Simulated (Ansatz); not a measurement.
# BN: band gap and smallest direct gap on path against volume per atom

Results calculated with Ansatz 0.2.0, not measured. Periodic Kohn-Sham DFT of a crystal at fixed atoms; Kohn-Sham levels at symmetry points; band -1 is the highest filled and +1 the lowest empty one at that point, spin up along a +z start moment.

Cell of the first row (space group F-43m, No. 216):
```
CELL_PARAMETERS angstrom
0.00000 1.77060 1.77060
1.77060 0.00000 1.77060
1.77060 1.77060 0.00000
ATOMIC_POSITIONS crystal
B 0.00000 0.00000 0.00000
N 0.75000 0.75000 0.75000
```

Settings of every row: method all-electron LAPW; functional PBEsol; relativity scalar; k mesh 13x13x13; filling fermi-dirac; smearing width 0.03 eV; basis error target 1 meV/atom; nucleus gaussian.

Atom start moment: 0 on all atoms.

Limits: semilocal functionals tend to give too small a gap.

```
row  volume per atom (Å³)  band gap (eV)  smallest direct gap on path (eV)
  1                 5.551          4.349                             9.057
  2                 5.669          4.328                             8.958
  3                 5.787              ?                                 ?
  4                 5.846          4.296                             8.813
  5                 5.905          4.285                             8.765
  6                 5.964          4.274                             8.719
  7                 6.023          4.264                             8.672
  8                 6.141          4.242                             8.581
  9                  6.26          4.221                             8.492
```

Question: what band gap and smallest direct gap on path should row 3 give?

Worked fit of band gap. Take t = volume per atom − 5.9, in Å³. The shown rows have t = -0.349, -0.231, -0.054, 0.005, 0.064, 0.123, 0.241, 0.36. Their means are 0.019875 and 4.2824 eV; the sums about the means are S_tt = 0.3818 and S_ty = -0.06914, whose ratio is the slope. Least squares give band gap = 4.286 − 0.1811 × t eV. All shown rows lie on it to the printed digit. The withheld row has t = -0.113, so the fit gives 4.286 − 0.1811 × (-0.113) = 4.306 eV.

The calculation gave 4.306 eV. The fit meets it to the printed digit.

Worked fit of smallest direct gap on path. Take t = volume per atom − 5.9, in Å³. The shown rows have t = -0.349, -0.231, -0.054, 0.005, 0.064, 0.123, 0.241, 0.36. Least squares give smallest direct gap on path = 8.7694 − 0.7983 × t + 0.0755 × t² eV; a straight line predicts inner rows, each left out in turn, worse (root mean square 0.0031 against 0.00044 eV). All shown rows lie on it to the printed digit. The withheld row has t = -0.113, so the fit gives 8.7694 − 0.7983 × (-0.113) + 0.0755 × (-0.113)² = 8.861 eV.

The calculation gave 8.86 eV. The fit lies 0.001 eV (0.18 % of the column's range) above it, one unit of the last digit.
